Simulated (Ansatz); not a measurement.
# AlN (Fm-3m): zero-pressure volume and bulk modulus with rPW86-PBE + rVV10

An exercise on one series of results from a longer session: the logs are not shown, and one member is left open.

Computed with Ansatz 0.2.0 (DFT rPW86-PBE + rVV10, scalar-relativistic, plane waves, PAW, unless a step's input says otherwise).

### Starting point

Symmetry: Fm-3m, No. 225, cubic system. The conventional cell has a = 3.956 Å, b = 3.956 Å, c = 3.956 Å, α = 90.00°, β = 90.00°, γ = 90.00°. Al (site symmetry m-3m) has 6 N at 1.98 Å in its first shell of neighbours. N (site symmetry m-3m) has 6 Al at 1.98 Å in its first shell of neighbours.

Coordinates:

```xyz
2
Lattice="0.0000 1.9780 1.9780 1.9780 0.0000 1.9780 1.9780 1.9780 0.0000" Properties=species:S:1:pos:R:3 pbc="T T T"
Al    0.0000    0.0000    0.0000
N     1.9780    1.9780    1.9780
```

At PBE, an earlier run found 25.56 GPa for this cell of 7.739 Å³/atom (10×10×10 mesh), mesh gap 5.17 eV. The cell is compressed at this level.

Set-up of the first run:

File input.yaml:

```yaml
crystal:
  lattice:
    - [0.0, 1.9780005664, 1.9780005664]
    - [1.9780005664, 0.0, 1.9780005664]
    - [1.9780005664, 1.9780005664, 0.0]
  atoms:
    - { symbol: Al, position: [0.0, 0.0, 0.0] }
    - { symbol: "N", position: [0.5, 0.5, 0.5] }
basis:
  ecutwfc: 420
  ecutrho_ratio: 4
kpoints:
  mp_grid: { grid: [10, 10, 10] }
hamiltonian:
  xc: { exchange: rpw86, correlation: pbe }
  dispersion: rvv10
scf:
  occupations: { method: gaussian, width: 0.05 }
output:
  forces: true
  stress: true
  eigenvalues: true
```

Run with:

```sh
ansatz run input.yaml --threads 4 --pin off --max-ram 8192MiB --backend cpu --events-out ev --progress --plain --runs-dir out
```

Steps of the session up to this table: At the given cell; Stepping to 8.668 Å³/atom; Stepping to 8.507 Å³/atom; Volume × 0.98 of the new zero; Volume × 1.02 of the new zero; Volume × 0.96 of the new zero; Volume × 1.04 of the new zero.

One of the session's tables, all rows but one given; the rest of the session is left out.

It belongs to the step «Energy and pressure against volume». 

```
volume (Å³/atom)  energy (meV/atom)  pressure (GPa)
           8.167              11.44           11.00
           8.337                  ?               ?
           8.507               0.00            0.13
           8.678               2.35           -4.53
           8.848               9.48           -8.74
```

Estimate the missing values for volume (Å³/atom) = 8.337.

Worked estimate for «energy (meV/atom)». A straight line through the neighbours (8.167, 11.44) and (8.507, 0.00) gives 11.44 + (0.00 − 11.44) × (8.337 − 8.167) / (8.507 − 8.167) = 5.72; a parabola fitted to 3 rows on both sides gives 3.04.

As computed: energy (meV/atom): 2.87; pressure (GPa): 5.30. In «energy (meV/atom)» the line misses by +2.85 and the parabola by +0.17.
